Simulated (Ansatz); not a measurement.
W:

```
CELL_PARAMETERS angstrom
5.08300 0.00000 0.00000
0.00000 5.08300 0.00000
0.00000 0.00000 5.08300
ATOMIC_POSITIONS crystal
W 0.50000 0.25000 0.00000
W 0.50000 0.75000 0.00000
W 0.75000 0.00000 0.50000
W 0.25000 0.00000 0.50000
W 0.00000 0.50000 0.75000
W 0.00000 0.50000 0.25000
W 0.50000 0.50000 0.50000
W 0.00000 0.00000 0.00000
```

This isn't the form of W at room conditions, which is bcc.

- Program: Ansatz 0.2.0
- Task: relaxation of cell and atoms
- Functional: PBEsol
- Potentials or basis: Ansatz PAW
- Cutoff: 420 eV (not typed: the program's choice for these potentials)
- k mesh: 5 × 5 × 5
- Occupations: fermi-dirac, width 0.05 eV
- Spin: no spin polarisation

At the start: volume 16.42 Å³/atom.

Question: How do energy, volume and symmetry change on relaxing?

Answer: It ends after 4 steps and the volume is 15.92 Å³/atom (-3.0 %); space group Pm-3n (No. 223, to 0.05 Å).

The path:
| step | energy change (eV) | largest force (eV/Å) | volume (Å³) |
| --- | --- | --- | --- |
| 1 | 0.0000 | 0.0000 | 131.33 |
| 2 | -0.1150 | 0.0000 | 127.98 |
| 3 | -0.1183 | 0.0000 | 127.35 |
| 4 | -0.1169 | 0.0000 | 127.35 |

Final structure:
```
W
1.0
     5.03114    0.00000    0.00000
     0.00000    5.03114    0.00000
     0.00000    0.00000    5.03114
W
8
Direct
  0.50000 0.25000 0.00000
  0.50000 0.75000 0.00000
  0.75000 0.00000 0.50000
  0.25000 0.00000 0.50000
  0.00000 0.50000 0.75000
  0.00000 0.50000 0.25000
  0.50000 0.50000 0.50000
  0.00000 0.00000 0.00000
```

Caveat: the plane-wave basis is chosen anew once the cell has moved, so the energies of steps on either side of that aren't comparable; the PAW data sets come from PBE, with cores solved anew for the run's functional, which leaves a small shift of forces and pressure.
